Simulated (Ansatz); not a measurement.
Run on Gd (bcc type): DFT, PBE, all-electron LAPW, scalar-relativistic (Ansatz 0.2.0). This run: volume at 0.68 of the series' base cell.

The cell comes from a relaxation on PAW files under the same functional, begun from a prototype that needn't be the stable phase.

Command: `ansatz run input.yaml --threads 1 --pin off --max-ram 3072MiB --backend cpu --events-out ev --progress --plain --runs-dir out` It took 39 s on 1 thread of Arm Neoverse V1 (shared host), peak memory 0.45 GiB.

```yaml
crystal:
  lattice:
    - [-1.7836127432, 1.7836127432, 1.7836127432]
    - [1.7836127432, -1.7836127432, 1.7836127432]
    - [1.7836127432, 1.7836127432, -1.7836127432]
  atoms:
    - { symbol: Gd, position: [0.0, 0.0, 0.0], spin: 7.0 }
magnetization:
  spin_polarized: true
kpoints:
  mp_grid: { grid: [15, 15, 15] }
scf:
  occupations: { method: fermi_dirac, width: 0.08 }
hamiltonian:
  xc: pbe
  pseudopotentials: { kind: all_electron, lapw: { basis_error: 0.001 } }
output:
  forces: true
  stress: true
  eigenvalues: true
  populations: true
```

Output:

```
Gd: projections on atomic orbitals take those of the free atom 1s2 2s2 2p6 3s2 3p6 3d10 4s2 4p6 4d10 4f7 5s2 5p6 5d1 6s2, of charge +0.00 (hamiltonian.pseudopotentials.projection_atoms)
LAPW: plane waves up to 7.696 Å⁻¹, error target 1.0e-3 eV per atom; small_component_spin mean_spin; Gd in spheres of 1.545 Å, 34 of its electrons in bands, Dirac shells [] (how accurate: hamiltonian.pseudopotentials.lapw.basis_error, Limitations)
Engine: ansatz 0.2.0
Pseudopotentials: kind: all_electron
Pseudopotential: Gd, LAPW, valence charge 34, lapw/all_electron/scalar/gaussian/Gd, Koelling and Harmon's equation, gaussian nucleus
Functional definition: PBE
  parameter kappa = 0.804
  parameter beta = 0.06672455060314922
  exchange = pbe_x(kappa = kappa, mu = beta*pi^2/3)
  correlation = pbe_c(beta = beta)
Crystal: 1 atoms, lattice volume = 22.697 Å³
Basis set: ecut = 225.63469680767318 eV, 177 PW (Γ), exchange–correlation at level 2
Bands: 25, of which v1, the nominal top of the filled ones, is band 17 counted from 1 (16 counted from 0)
Symmetry: 48 space group operations
Space group: Im-3m (ITA 229), of the structure as read, at distance tolerance 2.8e-5 Å
Magnetic group: BNS 229.140 (UNI 1642), of the structure as read, at distance tolerance 2.8e-5 Å
k-points: 120 of 3375
Non-local potential: Gd, projectors of the file, none
Initial density: superposition of atomic densities (chi_scale 0.1, normalization cell)
Starting moments: Σ|m| = 7 μB on 1 of 1 site
Initial wavefunctions: plane waves of lowest kinetic energy (no species holds an atomic orbital)
Functional: x = pbe(κ = 0.804, μ = 0.2195149727645171), c = pbe(β = 0.06672455060314922)
iter 1 solved again at ethr=3.23e-5 eV; its pass at ethr=1.00e-1 eV (dr2=1.10e-2 eV) is discarded
SCF iter   1: F=—  HF=-306692.591464 eV  |F-HF|=—  |Δ(HF+E_count)|=         —  Δρ=9.45e-3 (↑7.55e-3 ↓9.45e-3)  dr2=1.11e-2  dr2_m=1.25e-2  M=7.335 μB ∫|m|=7.335 μB  β_m=0.30  ethr=3.23e-5  ⟨swp⟩=3.3  Hψ=38949  notcnv=0
Mixer restart at iter 1: flushing history
preconditioner: auto → Kerker (q_TF=auto, 2.918 Å⁻¹)  [metal: Δε(μ)=0.008 eV  Ē_g=13.231 eV  σ=0.080 eV  W_gap=0.02  n_scr=12 (ndim 8)  ℏωp=31.2 eV  f_vac=0.000  D(μ)=1.69/eV (n_scr^D=18)]
spin=Collinear: Kerker preconditioning applied to the charge; magnetization (m = ρ↑ − ρ↓) channel mixes plain (no charge-response kernel on spin).
SCF iter   2: F=—  HF=-306692.594266 eV  |F-HF|=—  |Δ(HF+E_count)|=   2.80e-3  Δρ=7.72e-3 (↑6.26e-3 ↓7.72e-3)  dr2=6.56e-3  dr2_m=8.68e-3  M=7.381 μB ∫|m|=7.381 μB  β_m=0.65  ethr=3.23e-5  ⟨swp⟩=2.0  Hψ=17188  notcnv=0
SCF iter   3: F=—  HF=-306692.630155 eV  |F-HF|=—  |Δ(HF+E_count)|=   3.59e-2  Δρ=1.72e-3 (↑1.53e-3 ↓1.72e-3)  dr2=7.55e-4  dr2_m=4.01e-4  M=7.500 μB ∫|m|=7.500 μB  β_m=0.58  ethr=1.93e-5  ⟨swp⟩=3.0  Hψ=18213  notcnv=0
SCF iter   4: F=—  HF=-306692.627275 eV  |F-HF|=—  |Δ(HF+E_count)|=   2.88e-3  Δρ=8.93e-4 (↑7.76e-4 ↓8.93e-4)  dr2=1.67e-4  dr2_m=1.09e-4  M=7.510 μB ∫|m|=7.510 μB  β_m=0.63  ethr=2.22e-6  ⟨swp⟩=2.7  Hψ=17534  notcnv=0
SCF iter   5: F=—  HF=-306692.628364 eV  |F-HF|=—  |Δ(HF+E_count)|=         —  Δρ=5.33e-4 (↑4.82e-4 ↓5.33e-4)  dr2=9.25e-5  dr2_m=3.64e-5  M=7.518 μB ∫|m|=7.518 μB  β_m=0.81  ethr=4.90e-7  ⟨swp⟩=3.0  Hψ=17824  notcnv=0
the basis was enlarged: its passes take 228.0 KiB over the memory plan, 2 of 2 planned eigensolver slots
iter 6 solved again at ethr=2.30e-8 eV; its pass at ethr=2.72e-7 eV (dr2=7.82e-6 eV) is discarded
SCF iter   6: F=—  HF=-306692.628803 eV  |F-HF|=—  |Δ(HF+E_count)|=   4.38e-4  Δρ=9.17e-5 (↑9.17e-5 ↓7.76e-5)  dr2=7.81e-6  dr2_m=2.08e-7  M=7.526 μB ∫|m|=7.526 μB  β_m=0.91  ethr=2.30e-8  ⟨swp⟩=2.0  Hψ=29339  notcnv=0
SCF iter   7: F=—  HF=-306692.628821 eV  |F-HF|=—  |Δ(HF+E_count)|=   1.83e-5  Δρ=2.81e-5 (↑2.81e-5 ↓2.54e-5)  dr2=5.51e-7  dr2_m=6.16e-8  M=7.526 μB ∫|m|=7.526 μB  β_m=0.95  ethr=2.30e-8  ⟨swp⟩=2.6  Hψ=17428  notcnv=0
SCF iter   8: F=—  HF=-306692.628822 eV  |F-HF|=—  |Δ(HF+E_count)|=   1.09e-6  Δρ=4.35e-6 (↑2.02e-6 ↓4.35e-6)  dr2=5.60e-9  dr2_m=1.08e-9  M=7.525 μB ∫|m|=7.525 μB  β_m=0.98  ethr=1.62e-9  ⟨swp⟩=2.5  Hψ=17390  notcnv=0
SCF iter   9: F=-306692.628822 eV  HF=-306692.628822 eV  |F-HF|=1.16e-10  |Δ(HF+E_count)|=   2.76e-8  Δρ=1.54e-6 (↑1.40e-6 ↓1.54e-6)  dr2=1.09e-10  dr2_m=4.02e-10  M=7.525 μB ∫|m|=7.525 μB  ethr=1.65e-11  ⟨swp⟩=3.0  Hψ=17949  notcnv=0
SCF 1 converged in 9 iterations: F = -306692.628822 eV  dr2 = 1.09e-10
SCF converged after 9 iterations
Magnetization: 7.5252 μB (20.7626 up, 13.2374 down)
Absolute magnetization: 7.5252 μB (∫|ρ↑−ρ↓|)
Spin contamination: 0.0130 ħ² per cell (⟨S²⟩ above its minimum at these occupations)
Per-site moments (μB) at R_I (Å): [(7.361608677889745, 1.5446539231077008)]
Free energy (F): -306692.628822 eV
Harris-Foulkes:  -306692.628822 eV  (|F-HF|=1.16e-10)
Internal energy: -306692.601100 eV  (E = F + TS)
E sigma→0 (E₀):  -306692.614961 eV
Entropy (-TS):   -0.027722 eV (-27.722 meV/atom)
Fermi energy:    21.421202 eV
--- Per-component energies (eV) ---
  E_band       = -2526.466904
  E_kinetic    = 333381.936607
  E_xc         = -6808.102007
  E_electrostatic = -633266.435699  (all electrons and nuclei)
  E_smearing   = -0.027722  (= −TS)
  E_closure    = 0.000000  (closes the sum)
  E_atoms      = -306679.178813  (free atoms, spherical and without spin; not in F)
  Σ components = -306692.628822   (vs F -306692.628822, Δ=0.00e0)
  Basis errors (estimates in eV, not in F): energy 2.5e-4 per atom: plane waves 2.1e-4 (1.1e-4 summed), levels above the bands 2.7e-57, relativity 2.5e-7, radial functions 3.9e-5, core shells 3.2e-7; eigenvalues (radial functions only) 1.8e-6; not estimated: angular momenta, meshes, grids; target (lapw.basis_error) 1.0e-3; muffin-tin radii Gd 1.545 Å
--- Forces (eV/Å), atoms counted from 1 ---
  atom   1  Gd    -0.00000000     0.00000000     0.00000000
  max |Σ_I F_I| component: 1.40e-31 eV/Å
--- Stress (GPa, compression-positive) ---
       23.292879      -0.000000      -0.000000
       -0.000000      23.292879      -0.000000
       -0.000000      -0.000000      23.292879
  P = ⅓ Tr σ = 23.2929 GPa (232.929 kbar)
--- Band table (eV; the first three rows and the last of 240) ---
  k-point 0 ↑: bands = ["-249.9906", "-249.9906", "-249.9906", "-121.5089", "-121.5089", "-121.5089", "-121.4921", "-121.4921", "-23.4102", "0.2105", "0.2105", "0.2105", "16.1597", "17.1179", "17.1179", "17.1179", "17.4699", "17.4699", "17.4699", "17.5573", "22.9556", "22.9556", "22.9556", "26.1883", "26.1883"]
  k-point 1 ↑: bands = ["-249.9906", "-249.9906", "-249.9906", "-121.5089", "-121.5089", "-121.5089", "-121.4921", "-121.4921", "-23.3969", "0.1022", "0.1800", "0.2091", "16.3679", "17.1218", "17.1219", "17.1267", "17.4588", "17.4644", "17.4654", "17.5413", "22.8185", "22.9266", "23.1788", "25.9436", "26.1895"]
  k-point 2 ↑: bands = ["-249.9906", "-249.9906", "-249.9906", "-121.5089", "-121.5088", "-121.5088", "-121.4921", "-121.4921", "-23.3590", "-0.1937", "0.0949", "0.2049", "16.9321", "17.1321", "17.1396", "17.1527", "17.4294", "17.4374", "17.4542", "17.5149", "22.4569", "22.7773", "23.8272", "25.5610", "26.2121"]
  k-point 119 ↓: bands = ["-244.0489", "-244.0489", "-244.0489", "-115.6166", "-115.6166", "-115.6166", "-115.6116", "-115.6116", "-19.6487", "1.0967", "1.1218", "1.1218", "18.9882", "19.0513", "22.2474", "22.4409", "22.4409", "22.4409", "22.8164", "22.8164", "22.8277", "30.3855", "30.3855", "31.0405", "32.0943"]
--- Löwdin populations: 1 site ---
  site symbol       q [e]    m [muB]
     0     Gd     63.9864     7.5279
  spilling = 0.000212 (of n_electrons = 64.000000)
```

populations.tsv:

```
# site	symbol	l	j	q_up	q_dn
# orbitals = lowdin
# n_electrons = 64.000000
# spilling = 0.000212
# projection_atom_Gd: 1s2 2s2 2p6 3s2 3p6 3d10 4s2 4p6 4d10 4f7 5s2 5p6 5d1 6s2
0	Gd	0_1S	-	0.999999	0.999999
0	Gd	0_2S	-	0.999977	0.999976
0	Gd	0_3S	-	0.999696	0.999683
0	Gd	0_4S	-	0.996801	0.996700
0	Gd	0_5S	-	0.951428	0.954181
0	Gd	0_6S	-	0.284839	0.263983
0	Gd	1_2P	-	3.000000	3.000000
0	Gd	1_3P	-	2.999994	2.999993
0	Gd	1_4P	-	2.999660	2.999545
0	Gd	1_5P	-	2.949195	2.908245
0	Gd	2_3D	-	4.999998	4.999998
0	Gd	2_4D	-	4.999890	4.999908
0	Gd	2_5D	-	1.601981	0.997843
0	Gd	3_4F	-	6.973720	0.109212
```

Next run (volume at 0.6 of the series' base cell), as changes to the input before:

```diff
   lattice:
-    - [-1.7836127432, 1.7836127432, 1.7836127432]
-    - [1.7836127432, -1.7836127432, 1.7836127432]
-    - [1.7836127432, 1.7836127432, -1.7836127432]
+    - [-1.7107295052, 1.7107295052, 1.7107295052]
+    - [1.7107295052, -1.7107295052, 1.7107295052]
+    - [1.7107295052, 1.7107295052, -1.7107295052]
   atoms:
```

Command: `ansatz run input.yaml --threads 1 --pin off --max-ram 3072MiB --backend cpu --events-out ev --progress --plain --runs-dir out` It took 44 s on 1 thread of Arm Neoverse V1, with other jobs on the host, peak memory 0.5 GiB.

Results part of the output:

```
SCF 1 converged in 9 iterations: F = -306692.129081 eV  dr2 = 4.86e-10
SCF converged after 9 iterations
Magnetization: 7.4906 μB (20.7453 up, 13.2547 down)
Absolute magnetization: 7.4906 μB (∫|ρ↑−ρ↓|)
Spin contamination: 0.0167 ħ² per cell (⟨S²⟩ above its minimum at these occupations)
Per-site moments (μB) at R_I (Å): [(7.318015267231285, 1.4815351884301804)]
Free energy (F): -306692.129081 eV
Harris-Foulkes:  -306692.129081 eV  (|F-HF|=6.98e-10)
Internal energy: -306692.097962 eV  (E = F + TS)
E sigma→0 (E₀):  -306692.113521 eV
Entropy (-TS):   -0.031119 eV (-31.119 meV/atom)
Fermi energy:    24.398545 eV
--- Per-component energies (eV) ---
  E_band       = -2420.103430
  E_kinetic    = 333385.366977
  E_xc         = -6809.534634
  E_electrostatic = -633267.930305  (all electrons and nuclei)
  E_smearing   = -0.031119  (= −TS)
  E_closure    = 0.000000  (closes the sum)
  E_atoms      = -306679.178813  (free atoms, spherical and without spin; not in F)
  Σ components = -306692.129081   (vs F -306692.129081, Δ=0.00e0)
  Basis errors (estimates in eV, not in F): energy 2.5e-4 per atom: plane waves 2.1e-4 (1.1e-4 summed), levels above the bands 4.6e-63, relativity 2.7e-7, radial functions 4.2e-5, core shells 1.1e-6; eigenvalues (radial functions only) 1.3e-6; not estimated: angular momenta, meshes, grids; target (lapw.basis_error) 1.0e-3; muffin-tin radii Gd 1.482 Å
--- Forces (eV/Å), atoms counted from 1 ---
  atom   1  Gd    -0.00000000     0.00000000    -0.00000000
  max |Σ_I F_I| component: 1.68e-31 eV/Å
--- Stress (GPa, compression-positive) ---
       37.682146      -0.000000      -0.000000
       -0.000000      37.682146       0.000000
       -0.000000       0.000000      37.682146
  P = ⅓ Tr σ = 37.6821 GPa (376.821 kbar)
--- Band table (eV; the first three rows and the last of 240) ---
  k-point 0 ↑: bands = ["-246.7959", "-246.7959", "-246.7959", "-118.3130", "-118.3130", "-118.3130", "-118.2943", "-118.2943", "-20.4507", "3.6302", "3.6302", "3.6302", "19.2993", "20.2084", "20.2084", "20.2084", "20.6880", "20.6880", "20.6880", "20.8092", "25.9983", "25.9983", "25.9983", "29.6036", "29.6036"]
  k-point 1 ↑: bands = ["-246.7959", "-246.7959", "-246.7959", "-118.3130", "-118.3130", "-118.3130", "-118.2943", "-118.2943", "-20.4298", "3.4745", "3.5874", "3.6277", "19.5480", "20.2115", "20.2134", "20.2194", "20.6721", "20.6795", "20.6818", "20.7865", "25.8427", "25.9765", "26.2657", "29.3193", "29.6066"]
  k-point 2 ↑: bands = ["-246.7959", "-246.7959", "-246.7959", "-118.3130", "-118.3130", "-118.3129", "-118.2943", "-118.2943", "-20.3704", "3.0533", "3.4682", "3.6204", "20.1651", "20.2266", "20.2523", "20.2650", "20.6317", "20.6402", "20.6662", "20.7508", "25.4331", "25.8477", "27.0354", "28.8909", "29.6375"]
  k-point 119 ↓: bands = ["-240.8908", "-240.8908", "-240.8908", "-112.4552", "-112.4552", "-112.4552", "-112.4497", "-112.4497", "-16.3740", "3.9615", "3.9969", "3.9969", "21.3960", "21.4806", "25.3082", "25.5814", "25.5814", "25.5832", "26.0311", "26.0311", "26.0445", "34.4999", "34.4999", "35.1404", "36.7104"]
--- Löwdin populations: 1 site ---
  site symbol       q [e]    m [muB]
     0     Gd     63.9856     7.4942
  spilling = 0.000225 (of n_electrons = 64.000000)
```

Next run (volume at 0.52 of the series' base cell), as changes to the input before:

```diff
   lattice:
-    - [-1.7107295052, 1.7107295052, 1.7107295052]
-    - [1.7107295052, -1.7107295052, 1.7107295052]
-    - [1.7107295052, 1.7107295052, -1.7107295052]
+    - [-1.6310428729, 1.6310428729, 1.6310428729]
+    - [1.6310428729, -1.6310428729, 1.6310428729]
+    - [1.6310428729, 1.6310428729, -1.6310428729]
   atoms:
```

Results part of the output:

```
SCF 1 converged in 10 iterations: F = -306691.331024 eV  dr2 = 4.36e-11
SCF converged after 10 iterations
Magnetization: 7.2638 μB (21.6319 up, 14.3681 down)
Absolute magnetization: 7.2638 μB (∫|ρ↑−ρ↓|)
Spin contamination: 0.0330 ħ² per cell (⟨S²⟩ above its minimum at these occupations)
Per-site moments (μB) at R_I (Å): [(7.121130671792656, 1.4125245415446923)]
Free energy (F): -306691.331024 eV
Harris-Foulkes:  -306691.331024 eV  (|F-HF|=5.82e-10)
Internal energy: -306691.292795 eV  (E = F + TS)
E sigma→0 (E₀):  -306691.311910 eV
Entropy (-TS):   -0.038229 eV (-38.229 meV/atom)
Fermi energy:    28.189323 eV
--- Per-component energies (eV) ---
  E_band       = -2949.597407
  E_kinetic    = 333389.239411
  E_xc         = -6811.332552
  E_electrostatic = -633269.199654  (all electrons and nuclei)
  E_smearing   = -0.038229  (= −TS)
  E_closure    = 0.000000  (closes the sum)
  E_atoms      = -306679.178813  (free atoms, spherical and without spin; not in F)
  Σ components = -306691.331024   (vs F -306691.331024, Δ=0.00e0)
  Basis errors (estimates in eV, not in F): energy 2.6e-4 per atom: plane waves 2.2e-4 (1.1e-4 summed), levels above the bands 4.4e-69, relativity 2.1e-7, radial functions 3.9e-5, core shells 6.1e-11; eigenvalues (radial functions only) 1.1e-6; not estimated: angular momenta, meshes, grids; target (lapw.basis_error) 1.0e-3; muffin-tin radii Gd 1.413 Å
--- Forces (eV/Å), atoms counted from 1 ---
  atom   1  Gd    -0.00000000     0.00000000     0.00000000
  max |Σ_I F_I| component: 1.97e-31 eV/Å
--- Stress (GPa, compression-positive) ---
       59.632155       0.000000      -0.000000
        0.000000      59.632155       0.000000
       -0.000000       0.000000      59.632155
  P = ⅓ Tr σ = 59.6322 GPa (596.322 kbar)
--- Band table (eV; the first three rows and the last of 240) ---
  k-point 0 ↑: bands = ["-335.6535", "-242.6841", "-242.6841", "-242.6841", "-114.2007", "-114.2007", "-114.2007", "-114.1856", "-114.1856", "-16.7665", "8.0777", "8.0777", "8.0777", "23.6391", "24.1555", "24.1555", "24.1555", "24.8227", "24.8227", "24.8227", "25.0008", "29.9704", "29.9704", "29.9704", "33.9929", "33.9929"]
  k-point 1 ↑: bands = ["-335.6535", "-242.6841", "-242.6841", "-242.6841", "-114.2007", "-114.2007", "-114.2007", "-114.1856", "-114.1856", "-16.7332", "7.8487", "8.0154", "8.0730", "23.9437", "24.1562", "24.1619", "24.1691", "24.7988", "24.8088", "24.8138", "24.9671", "29.7928", "29.9650", "30.3012", "33.6632", "34.0013"]
  k-point 2 ↑: bands = ["-335.6535", "-242.6841", "-242.6841", "-242.6841", "-114.2007", "-114.2007", "-114.2006", "-114.1856", "-114.1856", "-16.6377", "7.2374", "7.8434", "8.0597", "24.1487", "24.1791", "24.2102", "24.6883", "24.7501", "24.7772", "24.7918", "24.9171", "29.3261", "29.8928", "31.2401", "33.1883", "34.0503"]
  k-point 119 ↓: bands = ["-329.7822", "-236.8528", "-236.8528", "-236.8528", "-108.4172", "-108.4172", "-108.4172", "-108.4099", "-108.4099", "-12.1976", "7.5044", "7.5554", "7.5554", "24.4141", "24.5288", "29.1796", "29.5866", "29.5866", "29.5913", "30.1275", "30.1275", "30.1438", "39.7344", "39.7344", "40.3615", "42.6191"]
--- Löwdin populations: 1 site ---
  site symbol       q [e]    m [muB]
     0     Gd     63.9825     7.2686
  spilling = 0.000273 (of n_electrons = 64.000000)
```

Next run (volume at 0.45 of the series' base cell), as changes to the input before:

```diff
   lattice:
-    - [-1.6310428729, 1.6310428729, 1.6310428729]
-    - [1.6310428729, -1.6310428729, 1.6310428729]
-    - [1.6310428729, 1.6310428729, -1.6310428729]
+    - [-1.5543009063, 1.5543009063, 1.5543009063]
+    - [1.5543009063, -1.5543009063, 1.5543009063]
+    - [1.5543009063, 1.5543009063, -1.5543009063]
   atoms:
   mp_grid: { grid: [15, 15, 15] }
+  band_path:
+    path:
+      - [0.0, 0.0, 0.0]
+      - [0.5, -0.5, 0.5]
+      - [0.0, 0.0, 0.5]
+      - [0.0, 0.0, 0.0]
+      - [0.25, 0.25, 0.25]
+      - [0.5, -0.5, 0.5]
+      - [0.25, 0.25, 0.25]
+      - [0.0, 0.0, 0.5]
+    npoints: 8
 scf:
   populations: true
+  dos: { projected: true, de: 0.2, e_range: [-14, 8] }
```

Results part of the output:

```
SCF 1 converged in 14 iterations: F = -306690.262606 eV  dr2 = 7.48e-11
NSCF: frozen V_eff on 57 k-points
SCF converged after 14 iterations
Magnetization: 6.8397 μB (21.4199 up, 14.5801 down)
Absolute magnetization: 6.8397 μB (∫|ρ↑−ρ↓|)
Spin contamination: 0.0826 ħ² per cell (⟨S²⟩ above its minimum at these occupations)
Per-site moments (μB) at R_I (Å): [(6.773625789944479, 1.346064049923048)]
Free energy (F): -306690.262606 eV
Harris-Foulkes:  -306690.262606 eV  (|F-HF|=1.59e-8)
Internal energy: -306690.231162 eV  (E = F + TS)
E sigma→0 (E₀):  -306690.246884 eV
Entropy (-TS):   -0.031444 eV (-31.444 meV/atom)
Fermi energy:    32.533450 eV
--- Per-component energies (eV) ---
  E_band       = -2785.242336
  E_kinetic    = 333393.208898
  E_xc         = -6813.395021
  E_electrostatic = -633270.045039  (all electrons and nuclei)
  E_smearing   = -0.031444  (= −TS)
  E_closure    = 0.000000  (closes the sum)
  E_atoms      = -306679.178813  (free atoms, spherical and without spin; not in F)
  Σ components = -306690.262606   (vs F -306690.262606, Δ=0.00e0)
  Basis errors (estimates in eV, not in F): energy 2.7e-4 per atom: plane waves 2.3e-4 (1.2e-4 summed), levels above the bands 3.6e-80, relativity 2.1e-7, radial functions 3.8e-5, core shells 2.9e-10; eigenvalues (radial functions only) 5.3e-6; not estimated: angular momenta, meshes, grids; target (lapw.basis_error) 1.0e-3; muffin-tin radii Gd 1.346 Å
--- Forces (eV/Å), atoms counted from 1 ---
  atom   1  Gd     0.00000000     0.00000000    -0.00000000
  max |Σ_I F_I| component: 8.71e-31 eV/Å
--- Stress (GPa, compression-positive) ---
       89.841023      -0.000000      -0.000000
       -0.000000      89.841023       0.000000
       -0.000000       0.000000      89.841023
  P = ⅓ Tr σ = 89.8410 GPa (898.410 kbar)
--- Band table (eV; the first three rows and the last of 240) ---
  k-point 0 ↑: bands = ["-330.9171", "-237.9512", "-237.9512", "-237.9512", "-109.4690", "-109.4690", "-109.4690", "-109.4643", "-109.4643", "-12.7063", "13.2478", "13.2478", "13.2478", "28.6548", "28.6548", "28.6548", "28.9993", "29.5755", "29.5755", "29.5755", "29.8315", "34.5618", "34.5618", "34.5618", "39.0359", "39.0359"]
  k-point 1 ↑: bands = ["-330.9171", "-237.9512", "-237.9512", "-237.9512", "-109.4690", "-109.4689", "-109.4689", "-109.4643", "-109.4643", "-12.6554", "12.9208", "13.1582", "13.2397", "28.6480", "28.6628", "28.6708", "29.3720", "29.5392", "29.5523", "29.5630", "29.7816", "34.3623", "34.5885", "34.9764", "38.6615", "39.0547"]
  k-point 2 ↑: bands = ["-330.9171", "-237.9512", "-237.9512", "-237.9512", "-109.4690", "-109.4688", "-109.4687", "-109.4644", "-109.4643", "-12.5085", "12.0602", "12.9123", "13.2164", "28.6295", "28.6848", "28.7195", "29.4420", "29.4638", "29.5323", "29.7136", "30.2534", "33.8388", "34.6480", "36.1294", "38.1453", "39.1344"]
  k-point 119 ↓: bands = ["-325.1757", "-232.2481", "-232.2481", "-232.2481", "-103.8172", "-103.8172", "-103.8172", "-103.8074", "-103.8074", "-7.4301", "11.4235", "11.4951", "11.4951", "27.7764", "27.9289", "33.5528", "34.1465", "34.1465", "34.1552", "34.7863", "34.7863", "34.8063", "45.7060", "45.7060", "46.3213", "49.3781"]
--- Löwdin populations: 1 site ---
  site symbol       q [e]    m [muB]
     0     Gd     63.9773     6.8467
  spilling = 0.000355 (of n_electrons = 64.000000)
```

The open f shell is treated without a Hubbard term, so these are results of the method, and the state needn't be the lowest. Spin–orbit coupling is left out, which matters for the heavy atoms.
